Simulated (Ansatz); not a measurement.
SiC (Moissanite):

```
Si C
1.0
     3.07600    0.00000    0.00000
    -1.53800    2.66389    0.00000
     0.00000    0.00000    5.04800
Si C
2 2
Direct
  0.66667 0.33333 0.50000
  0.33333 0.66667 0.00000
  0.66667 0.33333 0.88500
  0.33333 0.66667 0.38500
```

Below is the output of Ansatz 0.2.0 for this cell. Logs are shortened: lines on timing, memory, paths and dates and some standing lists are left out, and cuts for length are marked.

```text
Warning: RAYON_NUM_THREADS=2 ignored (pool sized by the plan → 2); use --threads N
Engine: ansatz 0.2.0, x86_64-unknown-linux-gnu
Pseudopotentials: kind: paw
Pseudopotential: Si, paw, valence charge 4, recommended cutoff 420 eV (normal), Si.paw.azcp
Pseudopotential: C, paw, valence charge 4, recommended cutoff 420 eV (normal), C.paw.azcp
Functional definition: PBE
  parameter kappa = 0.804
  parameter beta = 0.06672455060314922
  exchange = pbe_x(kappa = kappa, mu = beta*pi^2/3)
  correlation = pbe_c(beta = beta)
Crystal: 4 atoms, lattice volume = 41.364 Å³
Basis set: ecut = 420 eV, 785 PW (Γ), exchange–correlation on 48×48×72 points (8 copies of the dense FFT grid, shifted against one another)
Bands: 12, of which v1, the nominal top of the filled ones, is band 8 counted from 1 (7 counted from 0)
Symmetry: 12 space group operations
Space group: P63mc (ITA 186), of the structure as read, at distance tolerance 3.5e-5 Å
k-points: 42 of 500 (time reversal used)
Non-local potential: Si, projectors of the file, l = 0: 2, l = 1: 2, l = 2: 2
Non-local potential: C, projectors of the file, l = 0: 2, l = 1: 2, l = 2: 1
PAW form: soft (Blöchl's): semilocal exchange-correlation on the pseudo side does not see the compensation charge
PAW one-centre angular grid: Si, 110 points (default); XC on 64 Gauss nodes
PAW one-centre angular grid: C, 110 points (default); XC on 64 Gauss nodes
Initial density: superposition of atomic densities (neutral atoms: chi_scale 0, normalization atom), corrected by the library's trained network
Initial wavefunctions: pseudopotential atomic-orbital guess
Functional: x = pbe(κ = 0.804, μ = 0.2195149727645171), c = pbe(β = 0.06672455060314922)
SCF iter   1: F=—  HF=-1774.265891 eV  |F-HF|=—  |Δ(HF+E_count)|=         —  Δρ=2.43e-3  dr2=2.60e-3  ethr=1.77e-3  ⟨swp⟩=5.5  Hψ=3396  notcnv=0
preconditioner: auto → none  [insulator: Δε(μ)=2.456 eV  Ē_g=11.910 eV  σ=0.027 eV  W_gap=1.00  n_scr=2 (ndim 8)  ℏωp=23.1 eV  f_vac=0.000  D(μ)=0.00/eV (n_scr^D=0)  ε∞_Penn≈4.8]
SCF iter   2: F=—  HF=-1774.265844 eV  |F-HF|=—  |Δ(HF+E_count)|=   4.69e-5  Δρ=8.79e-4  dr2=1.89e-4  ethr=1.63e-5  ⟨swp⟩=2.4  Hψ=1223  notcnv=0
SCF iter   3: F=—  HF=-1774.265876 eV  |F-HF|=—  |Δ(HF+E_count)|=   3.19e-5  Δρ=3.81e-4  dr2=2.48e-5  ethr=1.18e-6  ⟨swp⟩=2.0  Hψ=765  notcnv=0
SCF iter   4: F=—  HF=-1774.265904 eV  |F-HF|=—  |Δ(HF+E_count)|=   2.88e-5  Δρ=6.65e-5  dr2=8.71e-7  ethr=1.55e-7  ⟨swp⟩=2.5  Hψ=832  notcnv=0
iter 5 did not close the SCF: its close was put off for the readings that it lacked (scf_convergence_deferred on its scf_iter line)
SCF iter   5: F=-1774.265906 eV  HF=-1774.265906 eV  |F-HF|=1.50e-8  |Δ(HF+E_count)|=   1.40e-6  Δρ=6.52e-6  dr2=7.91e-9  ethr=5.44e-9  ⟨swp⟩=2.1  Hψ=840  notcnv=0
SCF iter   6: F=-1774.265906 eV  HF=-1774.265906 eV  |F-HF|=1.87e-10  |Δ(HF+E_count)|=   1.69e-8  Δρ=7.68e-7  dr2=1.41e-10  ethr=4.94e-11  ⟨swp⟩=2.0  Hψ=1728  notcnv=0
SCF 1 converged in 6 iterations: F = -1774.265906 eV  dr2 = 1.41e-10
  greatest PAW one-centre occupation: 0.646 electrons in one spin orbital (limit 2), on the C atom at site 3 (counted from 0), in its partial waves of l = 0
SCF converged after 6 iterations
Free energy (F): -1774.265906 eV
Harris-Foulkes:  -1774.265906 eV  (|F-HF|=1.87e-10)
Internal energy: -1774.265906 eV  (E = F + TS)
E sigma→0 (E₀):  -1774.265906 eV
Fermi energy:    11.024259 eV
--- Per-component energies (eV) ---
  E_band       = 57.482844
  E_kinetic    = 271.760175
  E_local      = -211.046601  (includes V_loc(G=0)·N_el)
  E_nonlocal   = 103.696119
  E_hartree    = 65.203984
  E_xc         = -211.132376
  E_vxc        = -218.904559  (∫ρ·V_xc dr)
  E_paw        = -1224.176351  (= ΣΔE_a)
  E_vpaw       = -18.430212  (= ΣTr[D̂ρ^β])
  E_aug_tail   = 0.000028  (compensation charges beyond the density's cutoff)
  E_ewald      = -568.570884
  E_smearing   = -0.000000  (= −TS)
  E_closure    = 0.000000  (closes the sum)
  Σ components = -1774.265906   (vs F -1774.265906, Δ=0.00e0)
--- Forces (eV/Å), atoms counted from 1 ---
  atom   1  Si    -0.00000000     0.00000000     0.75270686
  atom   2  Si    -0.00000000    -0.00000000     0.75270686
  atom   3  C     -0.00000000     0.00000000    -0.75270953
  atom   4  C      0.00000000    -0.00000000    -0.75270953
  max |Σ_I F_I| component: 5.35e-6 eV/Å
--- Stress (GPa, compression-positive) ---
        5.317509       0.000000       0.000000
       -0.000000       5.317509       0.000000
        0.000000       0.000000       0.452549
  P = ⅓ Tr σ = 3.6959 GPa (36.959 kbar)
--- Band table (eV; the first three rows and the last of 42) ---
  k-point 0: bands = ["-5.9423", "-2.4406", "1.0909", "8.2269", "8.2269", "9.5068", "9.5068", "9.7837", "14.4014", "15.7942", "16.2903", "16.2903"]
  k-point 1: bands = ["-5.7479", "-3.1369", "2.1086", "8.3331", "8.3331", "8.7099", "9.3658", "9.3658", "14.5815", "16.3594", "16.3594", "16.5978"]
  k-point 2: bands = ["-5.1739", "-4.2583", "4.1649", "6.5153", "8.6249", "8.6249", "9.0178", "9.0178", "15.1087", "15.9266", "16.6738", "16.6738"]
  k-point 41: bands = ["-1.4633", "-1.1196", "1.8393", "2.1535", "3.7837", "4.5579", "7.5526", "7.9965", "14.5197", "14.6420", "15.4446", "16.6658"]
```

What input gives this log?

Single point with PBE, no spin polarisation. The files as run (others can give the same):

input.yaml
```yaml
crystal:
  lattice:
    - [3.076, 0.0, 0.0]
    - [-1.538, 2.663894142, 0.0]
    - [0.0, 0.0, 5.048]
  atoms:
    - { symbol: Si, position: [0.6666666667, 0.3333333333, 0.5] }
    - { symbol: Si, position: [0.3333333333, 0.6666666667, 0.0] }
    - { symbol: C, position: [0.6666666667, 0.3333333333, 0.885] }
    - { symbol: C, position: [0.3333333333, 0.6666666667, 0.385] }
hamiltonian:
  xc: pbe
  pseudopotentials: { kind: paw }
kpoints:
  mp_grid: { grid: [10, 10, 5] }
scf:
  occupations: { method: gaussian, width: 0.027 }
output:
  forces: true
  stress: true
  eigenvalues: true
```

Potentials or basis: Ansatz PAW.
Command:
```console
$ ansatz run input.yaml --threads 2 --pin off --max-ram 5632MiB --backend cpu --events-out ev --progress --plain --runs-dir out
```

Caveat: odd divisions of the mesh miss points on the zone boundary, where band edges often lie, so the gap on the mesh can be too wide.
